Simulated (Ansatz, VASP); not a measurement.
# Cu: VASP beside Ansatz

```xyz
1
Lattice="0.0000 1.6542 1.6542 1.6542 0.0000 1.6542 1.6542 1.6542 0.0000" Properties=species:S:1:pos:R:3 pbc="T T T"
Cu    0.0000    0.0000    0.0000
```

Change from the starting cell: volume scaled by 0.8, LAPW.

Alike in both runs: task single point; functional PBEsol; k mesh 18 × 18 × 18; occupations fermi-dirac, width 0.1 eV; no spin polarisation.

|  | VASP | Ansatz |
| --- | --- | --- |
| version | VASP 6.6.1 | Ansatz 0.2.0 |
| potentials or method | VASP PAW PBE potentials, release 64 (Cu), cutoff 520 eV | all-electron LAPW, scalar-relativistic |

```tsv
	VASP	Ansatz	Ansatz less VASP
pressure (GPa)	65.9	65.2	-0.71
```

Ansatz ran all-electron here, so the differences hold the error of VASP's frozen core and of both bases.

Caveats: the cell as given lies far from equilibrium; so large a pressure means that the cell lies far from this level's equilibrium, or that cutoff or potentials fall short (VASP); the potentials were made for another functional, which shifts forces and pressure (VASP).
